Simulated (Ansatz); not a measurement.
# Photoemission of Si(111) with Li on 25 % of the top atoms and H on the rest, part 2 of 2

Aim: core-level components, unfolded bands and work function of Si(111) with Li on 25 % of the top atoms and H on the rest.

Ansatz 0.2.0; DFT, PBE, plane-wave PAW, default files, scalar-relativistic.

So far, gap on the k-mesh (eV): step 2 (relaxing the atoms) 0.853.

## (3) Bands by layer (continued)

Maxima picked by a test of local sharpness, so broad peaks and shoulders can be missing; peaks within 0.45 eV of a curve's cut are left out. Valence peaks, by row, the first 40 of 63 rows:

| photon energy (eV) | binding energy (eV) | height (% of the maximum within 13 eV) | main shell | its share (%) |
| --- | --- | --- | --- | --- |
| 21.2 | 9.617 | 25.88 | Si 3s | 39.61 |
| 21.2 | 9.017 | 33.42 | H 1s | 45.72 |
| 21.2 | 8.217 | 28.81 | H 1s | 55.42 |
| 21.2 | 7.317 | 30.1 | H 1s | 60.23 |
| 21.2 | 6.567 | 60.74 | H 1s | 55.68 |
| 21.2 | 5.817 | 44.44 | H 1s | 62.19 |
| 21.2 | 5.367 | 43.62 | H 1s | 74.64 |
| 21.2 | 4.017 | 100 | H 1s | 70 |
| 21.2 | 2.867 | 70.07 | H 1s | 48.78 |
| 21.2 | 2.367 | 60.75 | Si 3p | 69.2 |
| 21.2 | 1.667 | 64.45 | Si 3p | 64.3 |
| 21.2 | 0.8167 | 31.54 | Si 3p | 66.97 |
| 60 | 10.52 | 29.08 | Si 3s | 72.52 |
| 60 | 9.517 | 44.5 | Si 3s | 68.21 |
| 60 | 9.017 | 50.97 | Si 3s | 66.21 |
| 60 | 8.267 | 36.63 | Si 3s | 62.06 |
| 60 | 7.317 | 34.2 | Si 3s | 52.64 |
| 60 | 6.567 | 71.33 | Si 3p | 50.29 |
| 60 | 5.867 | 46.06 | Si 3p | 50.62 |
| 60 | 5.367 | 33.26 | Si 3p | 51.22 |
| 60 | 4.067 | 79.61 | Si 3p | 77.03 |
| 60 | 3.667 | 77.09 | Si 3p | 73.88 |
| 60 | 2.967 | 87.75 | Si 3p | 88.67 |
| 60 | 2.367 | 100 | Si 3p | 90.78 |
| 60 | 1.717 | 99.76 | Si 3p | 91.45 |
| 60 | 0.9167 | 55.92 | Si 3p | 93.87 |
| 400 | 10.52 | 46.07 | Si 3s | 85.16 |
| 400 | 9.517 | 69.82 | Si 3s | 82.4 |
| 400 | 9.017 | 76.67 | Si 3s | 81.46 |
| 400 | 8.267 | 53.51 | Si 3s | 79 |
| 400 | 7.317 | 45.55 | Si 3s | 72.28 |
| 400 | 6.517 | 90.88 | Si 3s | 60.73 |
| 400 | 5.867 | 57.13 | Si 3s | 59.47 |
| 400 | 4.017 | 70.1 | Si 3p | 83.71 |
| 400 | 3.667 | 70.21 | Si 3p | 77.1 |
| 400 | 2.967 | 84.1 | Si 3p | 90.19 |
| 400 | 2.367 | 100 | Si 3p | 89.29 |
| 400 | 1.717 | 97.47 | Si 3p | 91.41 |
| 400 | 0.9667 | 51.31 | Si 3p | 96.6 |
| 1487 | 10.52 | 60.92 | Si 3s | 94.1 |

From the valence-band maximum. The planar mean, electrostatic potential by z:

| z (Å) | planar mean, electrostatic potential (eV) |
| --- | --- |
| 0.0 | 3.14 |
| 0.5 | 3.71 |
| 1.0 | 4.28 |
| 1.5 | 4.70 |
| 2.0 | 4.70 |
| 2.5 | 4.70 |
| 3.0 | 4.70 |
| 3.5 | 4.70 |
| 4.0 | 4.70 |
| 4.5 | 4.69 |
| 5.0 | 4.69 |
| 5.5 | 4.67 |
| 6.0 | 4.56 |
| 6.5 | 4.06 |
| 7.0 | 2.16 |
| 7.5 | 1.84 |
| 8.0 | -4.02 |
| 8.5 | -9.71 |
| 9.0 | -11.0 |
| 9.5 | -6.81 |
| 10.0 | -0.00707 |
| 10.5 | 2.08 |
| 11.0 | -1.91 |
| 11.5 | -8.41 |
| 12.0 | -11.2 |
| 12.5 | -8.48 |
| 13.0 | -2.01 |
| 13.5 | 2.04 |
| 14.0 | 0.100 |
| 14.5 | -6.77 |
| 15.0 | -11.0 |
| 15.5 | -9.78 |
| 16.0 | -4.15 |
| 16.5 | 1.61 |
| 17.0 | 1.95 |
| 17.5 | 2.50 |
| 18.0 | 1.67 |
| 18.5 | 1.54 |
| 19.0 | 1.77 |
| 19.5 | 1.81 |
| 20.0 | 1.83 |
| 20.5 | 1.84 |
| 21.0 | 1.85 |
| 21.5 | 1.85 |
| 22.0 | 1.85 |
| 22.5 | 1.85 |
| 23.0 | 1.85 |
| 23.5 | 1.85 |
| 24.0 | 2.16 |
| 24.5 | 2.73 |

The intensity has structure finer than the step of the table below, so its rows give means over 1 eV, whole bins alone (the curve runs from -13.3 to 1.46 eV). Peaks (eV: height): Si K-beta -2.0: 100.0; Si K-beta, E along x -2.1: 104; Si K-beta, E along y -2.1: 104; Si K-beta, E along z -1.8: 96.8; Si L2,3 -9.1: 100.0, -6.5: 79.6.

Shapes are the site's partial DOS without matrix elements, which overweights lines from ligand s bands. Table of intensity by emission energy less the core level's binding energy, zero at the valence-band maximum; means over each step; values in % of the unpolarised maximum:

| emission energy less the core level's binding energy (eV) | Si K-beta | Si K-beta, E along x | Si K-beta, E along y | Si K-beta, E along z | Si L2,3 |
| --- | --- | --- | --- | --- | --- |
| -12 | 1.96 | 2.04 | 2.04 | 1.81 | 8.52 |
| -11 | 5.71 | 6.07 | 6.07 | 4.98 | 42.2 |
| -10 | 11.8 | 12.7 | 12.7 | 9.90 | 76.8 |
| -9 | 15.5 | 17.3 | 17.3 | 12.0 | 90.1 |
| -8 | 13.9 | 15.3 | 15.3 | 11.2 | 52.6 |
| -7 | 22.5 | 21.1 | 21.1 | 25.2 | 55.4 |
| -6 | 28.0 | 25.7 | 25.7 | 32.6 | 54.4 |
| -5 | 25.8 | 23.0 | 23.0 | 31.4 | 21.4 |
| -4 | 59.7 | 54.4 | 54.4 | 70.3 | 18.5 |
| -3 | 85.7 | 83.9 | 83.9 | 89.2 | 14.6 |
| -2 | 96.4 | 98.2 | 98.2 | 92.7 | 12.4 |
| -1 | 60.6 | 63.5 | 63.5 | 54.9 | 3.67 |
| 0 | 19.9 | 22.8 | 22.8 | 14.1 | 0.613 |

The spectra weight each projected shell by its atomic cross section (Dirac–Hartree–Slater) and angular factor, for unpolarised light with the analyser at 45° from the beam. Broadening, on top of any smearing of the DOS itself: a Gaussian of 0.15 eV and a Lorentzian of 0.1 eV plus 0.03 times the binding energy (full widths), Fermi edge at 20 K. Each atom is damped by exp[−depth/(λ cos θ)], θ = 30° from the normal, λ from the universal curve. Curves are cut 10 eV under the photon energy, above any shell that the free atom's threshold puts out of reach, or at the lower edge of the window: 11.2 eV at 21.2 eV, 13.4 eV at 60 eV, 13.4 eV at 400 eV, 13.4 eV at 1486.7 eV and 13.4 eV at 8047.8 eV. A star in tables and legends marks shells that hold the states left over by the projection (1.1 % of the filled ones), a stand-in for orbitals that the files don't project on. Dipole terms alone, which is rough above 3 keV; no background, satellites or final-state effects.

Share of each shell in the spectrum's area (%), by photon energy:

| shell | 21.2 eV | 60 eV | 400 eV | 1486.7 eV | 8047.8 eV |
| --- | --- | --- | --- | --- | --- |
| H 1s | 50.0 | 7.2 | 0.4 | 0.1 | 0.0 |
| Si 3s | 11.1 | 27.0 | 44.1 | 68.7 | 90.5 |
| Si 3p | 37.4 | 65.3 | 55.4 | 31.2 | 9.4 |

Regions along c: top from 15.1 to 22.1 Å, middle from 9.7 to 15.1 Å, bottom from 3.0 to 9.7 Å.

States with weight above 0.08 nearest the zero at Γ of the zone, within the window kept, -7.6 to 4.2 eV (levels that the program groups as degenerate share a row):

| E (eV) | weight, total | weight, top | weight, middle | weight, bottom |
| --- | --- | --- | --- | --- |
| -1.52 | 0.49 | 0.07 | 0.29 | 0.13 |
| -0.84 | 1.99 | 0.20 | 1.47 | 0.32 |
| -0.78 | 0.57 | 0.21 | 0.27 | 0.09 |
| -0.45 | 1.99 | 0.48 | 0.66 | 0.85 |
| 0.00 | 1.99 | 0.29 | 1.05 | 0.64 |
| 0.85 | 0.83 | 0.75 | 0.03 | 0.01 |
| 1.72 | 0.11 | 0.04 | 0.06 | 0.01 |
| 1.77 | 0.20 | 0.05 | 0.14 | 0.02 |
| 1.89 | 0.71 | 0.06 | 0.48 | 0.17 |
| 2.13 | 0.37 | 0.09 | 0.13 | 0.14 |

The largest force component on a free atom is 0.014 eV/Å, so the atoms are at rest for these settings too.

## (4) Core holes

Core levels are what XPS measures. Each chosen atom gets a core hole in a self-consistent pass of its own.

input.yaml

```yaml
crystal:
  lattice:
    - [7.6791796437, 0.0, 0.0]
    - [3.8395898218, 6.6503646517, 0.0]
    - [0.0, 0.0, 24.8537769138]
  atoms:
    - { symbol: Li_h, position: [0.0, 0.0, 0.727876043] }
    - { symbol: H, position: [0.5008185518, -0.0016371035, 0.6852283666] }
    - { symbol: H, position: [-0.0016371035, 0.5008185518, 0.6852283666] }
    - { symbol: H, position: [0.5008185518, 0.5008185518, 0.6852283666] }
    - { symbol: Si_h, position: [0.0, 0.0, 0.6304226872] }
    - { symbol: Si, position: [0.5012174886, -0.0024349772, 0.6240174491] }
    - { symbol: Si, position: [-0.0024349772, 0.5012174886, 0.6240174491] }
    - { symbol: Si_h, position: [0.5012174886, 0.5012174886, 0.6240174491] }
    - { symbol: Si_h, position: [0.8366469735, 0.326706053, 0.5941126593] }
    - { symbol: Si, position: [0.3333333333, 0.3333333333, 0.5943886634] }
    - { symbol: Si, position: [0.8366469735, 0.8366469735, 0.5941126593] }
    - { symbol: Si, position: [0.326706053, 0.8366469735, 0.5941126593] }
    - { symbol: Si, position: [0.8330418229, 0.3339163542, 0.4990596893] }
    - { symbol: Si, position: [0.3333333333, 0.3333333333, 0.4990801515] }
    - { symbol: Si, position: [0.8330418229, 0.8330418229, 0.4990596893] }
    - { symbol: Si, position: [0.3339163542, 0.8330418229, 0.4990596893] }
    - { symbol: Si_h, position: [0.1665122838, 0.1665122838, 0.4669830046] }
    - { symbol: Si, position: [0.6669754324, 0.1665122838, 0.4669830046] }
    - { symbol: Si, position: [0.1665122838, 0.6669754324, 0.4669830046] }
    - { symbol: Si, position: [0.6666666667, 0.6666666667, 0.4667742411] }
    - { symbol: Si, position: [0.1666666667, 0.1666666667, 0.371925483] }
    - { symbol: Si, position: [0.6666666667, 0.1666666667, 0.371925483] }
    - { symbol: Si, position: [0.1666666667, 0.6666666667, 0.371925483] }
    - { symbol: Si, position: [0.6666666667, 0.6666666667, 0.371925483] }
    - { symbol: Si, position: [0.0, 0.0, 0.34039092] }
    - { symbol: Si, position: [0.5, 0.0, 0.34039092] }
    - { symbol: Si, position: [0.0, 0.5, 0.34039092] }
    - { symbol: Si, position: [0.5, 0.5, 0.34039092] }
    - { symbol: H, position: [0.0, 0.0, 0.281647334] }
    - { symbol: H, position: [0.5, 0.0, 0.281647334] }
    - { symbol: H, position: [0.0, 0.5, 0.281647334] }
    - { symbol: H, position: [0.5, 0.5, 0.281647334] }
kpoints:
  mp_grid: { grid: [3, 3, 1] }
scf:
  occupations: { method: fermi_dirac, width: 0.02 }
  n_extra_bands: 23
hamiltonian:
  xc: pbe
  pseudopotentials: { kind: paw }
output:
  forces: true
  write_potential: true
  volumetric_format: []
  core_levels:
    shells: { Li_h: "1s", Si_h: "2p" }
    counted_from: conduction_bottom
    add_spin: always
efield:
  axis: 3
  dipole_correction: true
```

Run with:

```sh
$ ansatz run input.yaml --threads 4 --pin off --max-ram 11264MiB --backend cpu --events-out ev --progress --plain --runs-dir out
```

Elapsed: 0.05 s, on 4 threads of Arm Neoverse V2, shared host; peak memory 0.096 GiB.

The input was rejected at the start.

The program's message: “Error: pseudopotential record <dir> output.core_levels.shells: no 1s core hole can be made of this Li record: its frozen core holds no 1s shell, nor is that a full one between the 1s and the outermost …”

## (5) Summary of results

```
ionisation potential          : 1.85 eV (upper face; lower face 4.70 eV)
electron affinity (Kohn–Sham) : 1.00 eV (slab's lowest empty level against the upper vacuum)
```

What this shows: The valence top of Si(111) with Li on 25 % of the top atoms and H on the rest lies 1.85 eV (upper face; lower face 4.70 eV) below the vacuum and the lowest empty level 1.00 eV below the vacuum of the upper face. That empty level sits on the upper face (90 % of its weight), so it is a surface level and no edge of the bulk's conduction band. Only the strongest levels a point were stored, too few to count surface states. The upper face's value lies 2.85 eV below that of the hydrogen-covered lower face; the difference is the dipole step of the groups. A full set of core levels wasn't obtained: the run with holes failed. At 21.2 eV the valence spectrum has its highest listed peaks within 10.8 eV at 1.7 eV (Si 3p), 2.4 eV (Si 3p), 2.9 eV (mixed, H 1s leading), 4.0 eV (H 1s) and 6.6 eV (H 1s). At 1486.7 eV the valence spectrum has its highest listed peaks within 13 eV at 2.4 eV (Si 3p), 6.6 eV (Si 3s), 8.3 eV (Si 3s), 9.0 eV (Si 3s) and 9.5 eV (Si 3s). The shell named is the one with most of the intensity, cross sections included, not always the one with most states there. In the main run, from 1486.7 eV towards hard X-rays the Si 3s share grows by 22 points, as its cross section falls more slowly with photon energy than those of the shells it gains on. The spectra rest on a 3×3×1 mesh, so closely spaced maxima can be ripples of the mesh. The slab's own atoms span 7.2 Å, so bulk bands appear as a few quantum-well levels, and states of the two faces can mix. The affinity uses the Kohn–Sham gap, which is too small, so the true affinity is lower and the true ionisation potential usually higher.

[Logs are printed without paths, hosts, clocks, repeated set-up lines and the standing remarks that a program may print on its own settings, such as how far it seeks lower states.]

[Hosts, paths, dates, database ids (printed as entryN), source tags and the programs' standing remarks are cut or masked in the printed files.]

[Maps of the electrostatic potential energy from Ansatz leave out the sawtooth potential of an applied field or a dipole correction, so their vacuum need not be flat; work functions include it.]
